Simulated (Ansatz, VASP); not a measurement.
**LuH2 in VASP and in Ansatz**

```
Lu H
1.0
     0.00000    2.47957    2.47957
     2.47957    0.00000    2.47957
     2.47957    2.47957    0.00000
Lu H
1 2
Direct
  0.00000 0.00000 0.00000
  0.25000 0.25000 0.25000
  0.75000 0.75000 0.75000
```

Alike in both runs: functional PBEsol; k mesh 14 × 14 × 14; occupations fermi-dirac, width 0.15 eV; no spin polarisation.

Ansatz relaxed the structure, and its values are those at the end. VASP's run is a single point on that final structure, the one shown.

|  | VASP | Ansatz |
| --- | --- | --- |
| version | VASP 6.6.1 | Ansatz 0.2.0 |
| potentials or method | VASP PAW PBE potentials, release 64 (Lu, H) | scalar-relativistic, plane waves, PAW |
| plane-wave cutoff (eV) | 520 | 420 |
| valence electrons in the cell | 27 | 27 |

|  | VASP | Ansatz | Ansatz less VASP |
| --- | --- | --- | --- |
| gap on the k mesh at the Fermi level (eV) | none | none | - |
| pressure (GPa) | 0.4 | 0.0 | -0.37 |

A gap of «none» marks a metal or a gap that the smearing closes. The functional is the same, so the differences come from potentials, cutoffs and numerics.

Caveats: the PAW data sets were made with another functional, which shifts forces and pressure a little (VASP). The runs have no spin-orbit coupling, so splittings on Lu are missing.
